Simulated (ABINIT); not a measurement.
Tl:

```xyz
2
Lattice="3.4560 0.0000 0.0000 -1.7280 2.9930 0.0000 0.0000 0.0000 5.5250" Properties=species:S:1:pos:R:3 pbc="T T T"
Tl    1.7280    0.9977    4.1438
Tl    0.0000    1.9953    1.3813
```

Base run:

```yaml
Program: ABINIT 10.8.3 (patched build)
Functional: PBE
Potentials_or_basis: SG15 NC PBE v1.2
Cutoff: 490 eV
k_mesh: 7 × 7 × 4
Occupations: fermi-dirac, width 0.05 eV
Spin: no spin polarisation
```

Its results: band gap on the k mesh none (metal or under the smearing width); pressure 3.2 GPa.

Problem. The run is repeated on the same cell with these changes: functional from PBE to LDA; potentials or basis from SG15 NC PBE v1.2 to PseudoDojo NC SR LDA v0.4.1 standard; cutoff from 490 eV to 707 eV. What comes out?

Solution. Band gap on the k mesh none (metal or under the smearing width); pressure -2.2 GPa.

Not every run made on this cell is shown here.
